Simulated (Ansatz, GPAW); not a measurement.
# Ballistic transport through benzene-1,4-dithiol between two Al chains, from relaxation to T(E), part 2 of 4

How well does benzene-1,4-dithiol between two Al chains conduct once its atoms have relaxed, and how much do cheaper levels lose?

GPAW 26.7.0 and Ansatz 0.2.0; Ansatz plane waves; relaxation of the junction with the lead ends held; PAW set soft_1 (the session's first sound run).

So far. Step 2 (Relaxing the atoms): The relaxation lowered the energy of the cell by 1.80 eV.

### Step 3. Plane waves, PBE

Plane waves give the reference curve, free of the bias of atom-centred orbitals.

This step: Ansatz plane waves; Landauer transmission by layers, zero bias; PAW set soft_1 (Ansatz 0.2.0).

input.yaml reads:

```yaml
crystal:
  lattice:
    - [11.4302671739, 0.0, 0.0]
    - [0.0, 9.0, 0.0]
    - [0.0, 0.0, 39.8410932779]
  atoms:
    - { symbol: Al, position: [0.5, 0.5, 0.0301196554] }
    - { symbol: Al, position: [0.5, 0.5, 0.0903589662] }
    - { symbol: Al, position: [0.5, 0.5, 0.150598277] }
    - { symbol: Al, position: [0.5, 0.5, 0.2108375877] }
    - { symbol: Al, position: [0.5, 0.5, 0.2710768985] }
    - { symbol: Al, position: [0.3853160409, 0.5329544404, 0.3261289999] }
    - { symbol: Al, position: [0.4823684807, 0.5136240322, 0.3856207747] }
    - { symbol: S, position: [0.3657603154, 0.5681655227, 0.4292423043] }
    - { symbol: H, position: [0.6207141327, 0.5611968259, 0.448456221] }
    - { symbol: C, position: [0.4436058099, 0.5611460404, 0.4679755576] }
    - { symbol: C, position: [0.5659086895, 0.5607561905, 0.4709121922] }
    - { symbol: H, position: [0.2813483327, 0.5625542817, 0.495798124] }
    - { symbol: C, position: [0.3765548537, 0.5620950245, 0.4975532831] }
    - { symbol: C, position: [0.6192194859, 0.561155296, 0.5023461621] }
    - { symbol: H, position: [0.7144239887, 0.5608438484, 0.5041022689] }
    - { symbol: C, position: [0.4298597339, 0.5644961496, 0.5289879131] }
    - { symbol: C, position: [0.552162848, 0.5640395896, 0.5319151104] }
    - { symbol: H, position: [0.3751071067, 0.5680151274, 0.5514339407] }
    - { symbol: S, position: [0.6298898224, 0.5747190643, 0.5706383096] }
    - { symbol: Al, position: [0.5153067938, 0.5127377405, 0.614197272] }
    - { symbol: Al, position: [0.6122451643, 0.5385726842, 0.6736221033] }
    - { symbol: Al, position: [0.5, 0.5, 0.7289231015] }
    - { symbol: Al, position: [0.5, 0.5, 0.7891624123] }
    - { symbol: Al, position: [0.5, 0.5, 0.849401723] }
    - { symbol: Al, position: [0.5, 0.5, 0.9096410338] }
    - { symbol: Al, position: [0.5, 0.5, 0.9698803446] }
kpoints:
  mp_grid: { grid: [1, 1, 2] }
hamiltonian:
  xc: pbe
  pseudopotentials: { kind: paw, azcp: { folder: soft_1 } }
scf:
  occupations: { method: fermi_dirac, width: 0.1 }
output:
  transmission:
    leads: [[0, 1]]
    e_range: [-2, 2]
    de: 0.025
    kmesh: [1, 1]
    reduced_basis: true
  write_potential: true
  write_density: true
  volumetric_format: npy
  elf: true
```

On the command line:

```bash
$ ansatz run input.yaml --threads 4 --pin off --max-ram 8192MiB --backend cpu --events-out ev --progress --plain --runs-dir out
```

Numbers of over 12 decimals in the logs are rounded to 6 here.

Output:

```text
[...]
Crystal: 26 atoms, lattice volume = 4098.549 Å³
Basis set: ecut = 420 eV, 80005 PW (Γ)
Bands: 67, of which v1, the nominal top of the filled ones, is band 41 counted from 1 (40 counted from 0)
Symmetry: 1 space group operations
[...]
k-points: 2
[...]
SCF iter   1: F=—  HF=-10884.274001 eV  |F-HF|=—  |Δ(HF+E_count)|=         —  Δρ=2.68e-2  dr2=1.11e2  ethr=3.10e-3  ⟨swp⟩=15.0  Hψ=890  notcnv=0  defer=2
[...]
SCF iter  14: F=-10873.291743 eV  HF=-10873.291743 eV  |F-HF|=2.72e-8  |Δ(HF+E_count)|=   3.75e-8  Δρ=7.14e-7  dr2=3.19e-8  ethr=1.22e-10  ⟨swp⟩=27.0  Hψ=906  notcnv=0
SCF 1 converged in 14 iterations: F = -10873.291743 eV  dr2 = 3.19e-8
[...]
transmission: 50 of 300 steps passed
transmission: 100 of 300 steps passed
[...]
transmission: 300 of 300 steps passed
WARN: The output density's exchange-correlation potential varies sharply where the density is thin. Do not read a vacuum level from v_tot or v_xc, or from such a field of the output density. On a cell that repeats whose density bears no net charge and no dipole along the vacuum's axis use v_es (v_loc + v_h of the components); under efield.dipole_correction with no amplitude use v_es + v_field, which holds any externa [...]
SCF converged after 14 iterations
Free energy (F): -10873.291743 eV
[...]
Internal energy: -10872.671287 eV  (E = F + TS)
E sigma→0 (E₀):  -10872.981515 eV
Entropy (-TS):   -0.620456 eV (-23.864 meV/atom)
Fermi energy:    -3.183331 eV
[...]
--- Band table (eV) ---
  k-point 0: bands = [... 37 lower, -3.5234, -3.4051, -3.3698, -3.2425, -3.1541, -3.0049, -2.9127, -2.7436, ... 22 higher]
  k-point 1: bands = [... 37 lower, -3.5243, -3.4091, -3.3658, -3.2334, -3.1639, -3.0205, -2.8958, -2.7184, ... 22 higher]
--- Transmission ---
  basis      : 905 plane waves across, 50 finite elements along
  points     : 1, standing for a mesh of 1 x 1
  filling    : by the input's occupations and mesh, since the crystals that have channels conduct as metals do. If one of these is a semiconductor, that mesh has misplaced its level
  energies   : 161 from -2.000000 to 2.000000 eV about the Fermi level, 0.025000 eV apart; the leads are filled to 0.000000 eV, and channels, transmission and decay are at 0.000000 eV
  crystal 0  : Al1, at the sites [0, 1], period 2.4000 Å, over 24.00 Å; its Hamiltonian steps by up to 3.6 meV
    offset         : up to 0.0000 Å between an atom of the period and one for which it stands
    filled         : 11.6 meV over the level at which it is neutral
    channels       : 2.000000e0 a spin
    conductance    : 1.5063e14 S/m² at 300 K; may be off by some 0.0 % by where its bands' edges are placed, 0.0 % from the distance to neutral
  junction   : crystal 0 to crystal 0, 0.70 to 38.14 Å
    transmission   : 1.493409e-2 a spin
    error estimate : 5.727067e-6 a spin from the reduction of the transverse basis, at the most 2.699411e-4 at 1.975000 eV
    conductance    : 1.1176e12 S/m² at 300 K (1.1176e12 on every other energy)
    error estimate : 0.0 % from the energy spacing and 0.0 % from band edges of the leads and from resonances (wavevectors taken as independent; lower de), 0.1 % from the reduction of the transverse basis, 2.0 % from the steps of its leads' Hamiltonians or their offsets (lay more layers), 3.3 % from the distance to neutral
    resistance     : 8.8814e-1 Ω µm² beyond half of each lead's own
```

The job ended after 1.9 min (4 threads of Intel Xeon Platinum 8375C at 2.90GHz (Ice Lake), shared host; peak memory 3.9 GiB; 3.8 min of CPU time).

Numbers from this step:

| Quantity | Value |
| --- | --- |
| free energy | -10873.2917 eV |
| lead level | 0 eV from the Fermi level |
| transmission at the Fermi level (one spin) | 0.01493 |
| open channels of the lead at the Fermi level (one spin) | 2 |
| step of the potential along the lead | 3.6 meV |
| offset of the lead | 0 Å |
| filling of the lead less its bulk value, in size | 11.6 meV |
| conductance | 0.01484 G₀ |

One spin. The transmission, zone mean by energy, zero at the Fermi level:

| energy (eV) | transmission, zone mean |
| --- | --- |
| -2.000 | 0.00155 |
| -1.800 | 3.6e-4 |
| -1.600 | 0.00194 |
| -1.400 | 0.00495 |
| -1.200 | 0 |
| -1.000 | 0 |
| -0.800 | 0 |
| -0.600 | 0 |
| -0.400 | 0 |
| -0.200 | 0.00505 |
| 0.000 | 0.0149 |
| 0.200 | 0.0229 |
| 0.400 | 0.0355 |
| 0.600 | 0.0510 |
| 0.800 | 0.0604 |
| 1.000 | 0.0636 |
| 1.200 | 0.0661 |
| 1.400 | 0.0750 |
| 1.600 | 0.102 |
| 1.800 | 0.170 |
| 2.000 | 0.322 |

One spin. The open channels, zone mean by energy, zero at the Fermi level:

energy (eV), open channels, zone mean and a bar:
```
   -2.000       1.00 ##########
   -1.800       1.00 ##########
   -1.600       1.00 ##########
   -1.400       1.00 ##########
   -1.200       0.00 
   -1.000       0.00 
   -0.800       0.00 
   -0.600       0.00 
   -0.400       0.00 
   -0.200       2.00 ####################
    0.000       2.00 ####################
    0.200       2.00 ####################
    0.400       2.00 ####################
    0.600       2.00 ####################
    0.800       2.00 ####################
    1.000       3.00 ##############################
    1.200       3.00 ##############################
    1.400       3.00 ##############################
    1.600       3.00 ##############################
    1.800       3.00 ##############################
    2.000       3.00 ##############################
```

Crystal 0, spin -, k parallel (0, 0); distinct values, listed up to 1.5 1/Å. Table of Im kz of the slowest decaying states by energy, zero at the Fermi level:

| energy (eV) | decay 1 (Å⁻¹) | decay 2 (Å⁻¹) | decay 3 (Å⁻¹) | decay 4 (Å⁻¹) |
| --- | --- | --- | --- | --- |
| -2.0000 | 0.671 | 0.673 | 1.16 | 1.26 |
| -1.7500 | 0.616 | 0.619 | 1.13 | 1.24 |
| -1.5000 | 0.556 | 0.559 | 1.11 | 1.21 |
| -1.2500 | 0.489 | 0.493 | 1.08 | 1.18 |
| -1.0000 | 0.0784 | 0.411 | 0.415 | 1.04 |
| -0.7500 | 0.103 | 0.314 | 0.319 | 1.01 |
| -0.5000 | 0.116 | 0.168 | 0.178 | 0.980 |
| -0.2500 | 0.121 | 0.946 | 1.07 | 1.13 |
| 0.0000 | 0.119 | 0.910 | 1.03 | 1.10 |
| 0.2500 | 0.110 | 0.874 | 1.00 | 1.07 |
| 0.5000 | 0.0937 | 0.835 | 0.968 | 1.04 |
| 0.7500 | 0.0634 | 0.795 | 0.934 | 1.01 |
| 1.0000 | 0.752 | 0.898 | 0.976 | 0.991 |
| 1.2500 | 0.707 | 0.861 | 0.942 | 0.957 |
| 1.5000 | 0.659 | 0.821 | 0.906 | 0.922 |
| 1.7500 | 0.606 | 0.780 | 0.869 | 0.885 |
| 2.0000 | 0.549 | 0.737 | 0.831 | 0.847 |

Crystal 0, spin -, k parallel (0, 0). The Re kz of states that move upwards by energy, zero at the Fermi level:

| energy (eV) | channel 1 (Å⁻¹) | channel 2 (Å⁻¹) | channel 3 (Å⁻¹) |
| --- | --- | --- | --- |
| -2.000 | 1.13 | - | - |
| -1.800 | 1.16 | - | - |
| -1.600 | 1.20 | - | - |
| -1.400 | 1.24 | - | - |
| -1.200 | - | - | - |
| -1.000 | - | - | - |
| -0.800 | - | - | - |
| -0.600 | - | - | - |
| -0.400 | - | - | - |
| -0.200 | 0.230 | 0.237 | - |
| 0.000 | 0.330 | 0.335 | - |
| 0.200 | 0.407 | 0.411 | - |
| 0.400 | 0.471 | 0.474 | - |
| 0.600 | 0.527 | 0.530 | - |
| 0.800 | 0.578 | 0.581 | - |
| 1.000 | -1.26 | 0.625 | 0.628 |
| 1.200 | -1.22 | 0.669 | 0.671 |
| 1.400 | -1.19 | 0.710 | 0.712 |
| 1.600 | -1.16 | 0.748 | 0.750 |
| 1.800 | -1.14 | 0.785 | 0.787 |
| 2.000 | -1.11 | 0.820 | 0.822 |

The electrostatic potential energy of an electron (with the applied field's), less the Fermi level, planar mean oscillates, so the rows of the table below give means over windows of 1 Å about each position, cut where the curve ends. Its first 14 maxima inside the range that stand out by 2 % of the span (Å: eV): 2.4: 3.92, 4.9: 3.91, 7.2: 3.92, 9.6: 3.86, 12.0: 3.65, 14.2: 3.78, 16.2: 3.52, 18.0: 3.50, 19.3: 3.20, 20.5: 3.20, 21.8: 3.50, 23.6: 3.52, 25.7: 3.77, 27.9: 3.66. Its first 14 minima: 1.5: 3.40, 3.8: 3.40, 5.8: 3.40, 8.7: 3.38, 11.1: 3.29, 12.7: 3.28, 15.6: 3.30, 17.1: 3.09, 18.7: 2.61, 19.9: 2.23, 21.1: 2.61, 22.7: 3.09, 24.2: 3.31, 27.2: 3.28.

The electrostatic potential energy of an electron (with the applied field's), less the Fermi level, planar mean by z; means over each step:

z (Å), electrostatic potential energy of an electron (with the applied field's), less the Fermi level, planar mean (eV) and a bar from the least value:
```
        0       3.81 ##############################
        1       3.44 #####################
        2       3.69 ###########################
        3       3.58 ########################
        4       3.50 ######################
        5       3.77 #############################
        6       3.42 ####################
        7       3.77 #############################
        8       3.48 ######################
        9       3.55 ########################
       10       3.61 #########################
       11       3.32 ##################
       12       3.53 #######################
       13       3.31 #################
       14       3.63 ##########################
       15       3.39 ####################
       16       3.40 ####################
       17       3.17 ##############
       18       3.28 #################
       19       2.89 #######
       20       2.60 
       21       2.87 #######
       22       3.31 ##################
       23       3.22 ###############
       24       3.38 ###################
       25       3.45 #####################
       26       3.57 ########################
       27       3.31 ##################
       28       3.54 #######################
       29       3.31 ##################
       30       3.68 ###########################
       31       3.49 ######################
       32       3.55 ########################
       33       3.70 ###########################
       34       3.43 ####################
       35       3.80 ##############################
       36       3.45 #####################
       37       3.66 ##########################
       38       3.61 #########################
       39       3.49 ######################
```

Valence density, planar mean against z:

| z (Å) | valence density, planar mean (e/Å³) |
| --- | --- |
| 0 | 0.0139 |
| 1 | 0.0103 |
| 2 | 0.0134 |
| 3 | 0.0124 |
| 4 | 0.0112 |
| 5 | 0.0137 |
| 6 | 0.00998 |
| 7 | 0.0139 |
| 8 | 0.0111 |
| 9 | 0.0128 |
| 10 | 0.0130 |
| 11 | 0.0113 |
| 12 | 0.0149 |
| 13 | 0.0110 |
| 14 | 0.0132 |
| 15 | 0.0118 |
| 16 | 0.0176 |
| 17 | 0.0399 |
| 18 | 0.0464 |
| 19 | 0.0675 |
| 20 | 0.0819 |
| 21 | 0.0675 |
| 22 | 0.0441 |
| 23 | 0.0398 |
| 24 | 0.0146 |
| 25 | 0.0126 |
| 26 | 0.0131 |
| 27 | 0.0113 |
| 28 | 0.0149 |
| 29 | 0.0106 |
| 30 | 0.0134 |
| 31 | 0.0118 |
| 32 | 0.0121 |
| 33 | 0.0136 |
| 34 | 0.0101 |
| 35 | 0.0138 |
| 36 | 0.0104 |
| 37 | 0.0132 |
| 38 | 0.0127 |
| 39 | 0.0109 |

Valence density in the cb plane at fractional x = 0.375, with atoms of Al and S and C and H within 0.2 Å of it. It is the smooth field of the valence electrons, not physical close to the nuclei.

Values in e/Å³, 13 rows by 16 columns, each cell a mean:
```
0.0 0.0 0.0 0.0 0.0 0.0 0.0 0.0 0.0 0.0 0.0 0.0 0.0 0.0 0.0 0.0
0.0 0.0 0.0 0.0 0.0 0.0 0.0 0.0 0.0 0.0 0.0 0.0 0.0 0.0 0.0 0.0
0.0 0.0 0.0 0.0 0.0 0.0 0.0 0.0 0.0 0.0 0.0 0.0 0.0 0.0 0.0 0.0
0.0 0.0 0.0 0.0 0.0 0.0 0.0 0.1 0.1 0.0 0.1 0.1 0.0 0.0 0.0 0.0
0.0 0.0 0.1 0.1 0.1 0.1 0.1 0.8 0.6 0.3 0.6 0.5 0.4 0.1 0.0 0.0
0.0 0.1 0.2 0.1 0.2 0.1 0.3 0.8 0.9 0.8 1.6 1.2 1.3 0.2 0.0 0.0
0.1 0.1 0.2 0.1 0.2 0.1 0.2 0.8 0.6 0.4 0.8 0.5 0.3 0.1 0.0 0.1
0.0 0.0 0.1 0.1 0.1 0.1 0.1 0.1 0.1 0.1 0.1 0.1 0.0 0.0 0.0 0.0
0.0 0.0 0.0 0.0 0.0 0.0 0.0 0.0 0.0 0.0 0.0 0.0 0.0 0.0 0.0 0.0
0.0 0.0 0.0 0.0 0.0 0.0 0.0 0.0 0.0 0.0 0.0 0.0 0.0 0.0 0.0 0.0
0.0 0.0 0.0 0.0 0.0 0.0 0.0 0.0 0.0 0.0 0.0 0.0 0.0 0.0 0.0 0.0
0.0 0.0 0.0 0.0 0.0 0.0 0.0 0.0 0.0 0.0 0.0 0.0 0.0 0.0 0.0 0.0
0.0 0.0 0.0 0.0 0.0 0.0 0.0 0.0 0.0 0.0 0.0 0.0 0.0 0.0 0.0 0.0
```
Columns run along c (16.0 Å, from fractional 0.24 to 0.64 of the cell), rows up along b (9.0 Å). Atoms in or near the plane, at fractional coordinates: Al at (0.33, 0.53), S at (0.43, 0.57), C at (0.50, 0.56), H at (0.55, 0.57).

ELF in the cb plane at fractional x = 0.375, with atoms of Al and S and C and H within 0.2 Å of it. It is the smooth field of the valence electrons, not physical close to the nuclei.

Ten even steps from '0' (0.00 × 1e-1) to '9' (9.98 × 1e-1), each cell a mean:
```
00000000000000000000000000000000000000000000
00000000000000000000000000000000000000000000
00000000000000000000000000000000000000000000
00000000000000000000001111000000000000000000
01100000000112211000012332100000000000000000
11111000111234432100024665300001111110000000
22221111123456664210136787520123333322210000
33332111245677887521147898632245565445651001
44543212467777888741258887753466677668994002
55554223578754589852258621675575267679996004
56665324678725379863258611675574058679996016
66665334688724379873258866764576467668983027
56665434678853588863247888643356666556751038
56665434577765677753236777521234454333210038
45554333456655555432124565210012222211000048
34443222344333322211112332100000111100000037
23332222222211110000000111000000000000000036
12221111111100000000000000000000000000000024
11111100000000000000000000000000000000000012
00000000000000000000000000000000000000000001
00000000000000000000000000000000000000000000
00000000000000000000000000000000000000000000
00000000000000000000000000000000000000000000
00000000000000000000000000000000000000000000
```
Columns run along c (16.0 Å, from fractional 0.21 to 0.61 of the cell), rows up along b (9.0 Å). Atoms in or near the plane, at fractional coordinates: Al at (0.33, 0.53), S at (0.43, 0.57), C at (0.50, 0.56), H at (0.55, 0.57).

Electrostatic potential energy in the cb plane at fractional x = 0.375, with atoms of Al and S and C and H within 0.2 Å of it. With pseudopotentials it is smooth inside the atoms' cores, unlike the true potential.

Ten even steps from '0' (-20 eV) to '9' (1 eV), each cell a mean:
```
99999999999999999999999999999999999999999999
99999999999999999999999999999999999999999999
99999999999999999999999999999999999999999999
99999999999999999999999999999999999999999999
99999999999999999999999999999999999999999999
99999999999999999999999999999999999999999999
99999999988899999999999999999999999999999999
99999998877789999998756789998889999999999999
99999987532468988885000367762257677789999999
99988886112037888761000045510002120068999999
99888874169316877761000044400001010058998889
99888874168316776663000266630025456689998889
99888886211047877777534788886578888999999999
99988887633478888889988999999999999999999999
99999998877788988899999999999999999999999999
99999999988899999999999999999999999999999999
99999999999999999999999999999999999999999999
99999999999999999999999999999999999999999999
99999999999999999999999999999999999999999999
99999999999999999999999999999999999999999999
99999999999999999999999999999999999999999999
99999999999999999999999999999999999999999999
99999999999999999999999999999999999999999999
99999999999999999999999999999999999999999999
```
Columns run along c (16.0 Å, from fractional 0.24 to 0.64 of the cell; values clipped at the 3rd and 97th percentile), rows up along b (9.0 Å). Atoms in or near the plane, at fractional coordinates: Al at (0.33, 0.53), S at (0.43, 0.57), C at (0.50, 0.56), H at (0.55, 0.57).

T at the Fermi level is 0.0149 of 2 open channels a spin.

(Continued in part 3 of 4.)

[Logs are printed without paths, hosts, clocks, repeated set-up lines and the standing remarks that a program may print on its own settings, such as how far it seeks lower states.]

[Hosts, paths, dates, database ids (printed as entryN), source tags and the programs' standing remarks are cut or masked in the printed files.]
